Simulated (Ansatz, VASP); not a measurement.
Cd, level by level in two programs

```
Cd
1.0
     3.01807    0.00000    0.00000
    -1.50904    2.61373    0.00000
     0.00000    0.00000    5.69157
Cd
2
Cartesian
  1.5090 0.8712 4.2687
  0.0000 1.7425 1.4229
```

Change from the starting cell: volume scaled by 1.04.

Single points on this cell with VASP 6.6.1 and Ansatz 0.2.0. Each row is one pair of runs. Alike in all rows: spin: off; k mesh: 10 × 10 × 5; smearing: fermi-dirac, width 0.05 eV; VASP's potentials, cutoff: VASP PAW PBE potentials, release 64 (Cd), 520 eV.

| level | Ansatz's potentials, cutoff | gap on the k mesh at the Fermi level (eV), VASP | gap on the k mesh at the Fermi level (eV), Ansatz | pressure (GPa), VASP | pressure (GPa), Ansatz | largest component of the traceless stress (GPa), VASP | largest component of the traceless stress (GPa), Ansatz |
| --- | --- | --- | --- | --- | --- | --- | --- |
| PBE | Ansatz PAW, 420 eV | none | none | 0.9 | 0.7 | 0.67 | 0.55 |
| PBE | Ansatz PAW earlier set, 620 eV | none | none | 0.9 | 0.7 | 0.67 | 0.55 |
| PBE | SSSP efficiency PAW, 1361 eV | none | none | 0.9 | 0.6 | 0.67 | 0.54 |
| PBE | SPMS NC, 653 eV | none | none | 0.9 | 0.6 | 0.67 | 0.56 |
| PBE | PseudoDojo standard (PBE files), 1388 eV | none | none | 0.9 | 0.8 | 0.67 | 0.56 |
| PBE | PseudoDojo stringent (PBE files), 1633 eV | none | none | 0.9 | 0.7 | 0.67 | 0.55 |
| PBE | Ansatz NC, 1071 eV | none | none | 0.9 | 0.7 | 0.67 | 0.55 |

Pressure (GPa): the two programs differ by at most 0.32; largest component of the traceless stress (GPa): the two programs differ by at most 0.131.

A gap of «none» marks a metal or a gap that the smearing closes.

Caveats: the pressure holds a Pulay correction of +0.5 GPa for the finite cutoff (Ansatz).
